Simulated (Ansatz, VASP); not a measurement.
# GaP in VASP and in Ansatz

File INCAR:

```
SYSTEM = GaP
PREC     = Accurate       ! precision mode
ENCUT    = 520            ! plane-wave cutoff, eV
EDIFF    = 1E-7           ! SCF threshold, eV
ISMEAR   = -1             ! smearing method
SIGMA    = 0.05           ! smearing width, eV
LREAL    = .FALSE.        ! projectors in reciprocal space
LASPH    = .TRUE.         ! aspherical terms in the spheres
NELM     = 60             ! most SCF steps
ALGO     = Normal         ! electronic algorithm
ISIF     = 2              ! what is computed and relaxed
LWAVE    = .FALSE.        ! write WAVECAR
LCHARG   = .FALSE.        ! write CHGCAR
GGA      = PS             ! functional
NBANDS   = 16             ! bands
```

The input KPOINTS:

```
regular mesh
0
G
  8 8 8
  0 0 0
```

Contents of POSCAR:

```
GaP
1.0
    0.0000000000      2.7069591804      2.7069591804
    2.7069591804      0.0000000000      2.7069591804
    2.7069591804      2.7069591804      0.0000000000
Ga P
1 1
Direct
    0.0000000000      0.0000000000      0.0000000000
    0.7500000000      0.7500000000      0.7500000000
```

The input input.yaml:

```yaml
crystal:
  lattice:
    - [0.0, 2.7069591804, 2.7069591804]
    - [2.7069591804, 0.0, 2.7069591804]
    - [2.7069591804, 2.7069591804, 0.0]
  atoms:
    - { symbol: Ga, position: [0.0, 0.0, 0.0] }
    - { symbol: P, position: [0.75, 0.75, 0.75] }
hamiltonian:
  xc: pbesol
  pseudopotentials: { kind: paw }
kpoints:
  mp_grid: { grid: [8, 8, 8] }
scf:
  occupations: { method: fermi_dirac, width: 0.05 }
output:
  forces: true
  stress: true
  eigenvalues: true
```

Change from the starting cell: volume scaled by 0.98.

Alike in both runs: task single point; functional PBEsol; k mesh 8 × 8 × 8; occupations fermi-dirac, width 0.05 eV; no spin polarisation.

```csv
,VASP,Ansatz
version,VASP 6.6.1,Ansatz 0.2.0
potentials or method,"VASP PAW PBE potentials, release 64 (Ga_d, P)",Ansatz PAW
plane-wave cutoff (eV),520,420
valence electrons in the cell,18,18
```

VASP gave:

* gap on the k mesh at the Fermi level (eV): 1.47
* least direct gap on the mesh (eV): 1.92
* pressure (GPa): 1.1

Problem. Estimate Ansatz's values.

Solution. gap on the k mesh at the Fermi level (eV): 1.47; least direct gap on the mesh (eV): 1.91; pressure (GPa): 1.2.

Caveats: the PAW data sets were made with another functional, which shifts forces and pressure a little (VASP); the PAW data sets come from PBE, with cores solved anew for the run's functional, which leaves a small shift of forces and pressure (Ansatz). A k mesh can miss the band edges.
